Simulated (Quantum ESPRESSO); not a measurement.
TiC:

```
Ti C
1.0
     0.00000    2.16572    2.16572
     2.16572    0.00000    2.16572
     2.16572    2.16572    0.00000
Ti C
1 1
Cartesian
  0.0000 0.0000 0.0000
  2.1657 2.1657 2.1657
```

The cell is a database's computed one.

Program: Quantum ESPRESSO 7.5. Alike in all runs: task projected density of states; level PBEsol+U; potentials or basis SSSP 1.3 efficiency PBE; no spin polarisation; cell as given; k mesh 11 × 11 × 11; cutoff (eV) 748; smearing fermi-dirac 0.05 eV.

**Question.** Order these runs on this cell by their pressure, lowest first.
A. U Ti d U = 8 eV
B. U Ti d U = 2 eV
C. U Ti d U = 1 eV
D. U Ti d U = 5 eV
E. U Ti d U = 3 eV

**Answer.** C (-4.9 GPa), B (-3.1 GPa), E (-1.1 GPa), D (3.2 GPa), A (10.8 GPa).

Caveats: the potentials were made for another functional, which shifts forces and pressure; U without spin polarisation on a metal has little footing; the U is typed as a test and isn't derived for this compound.
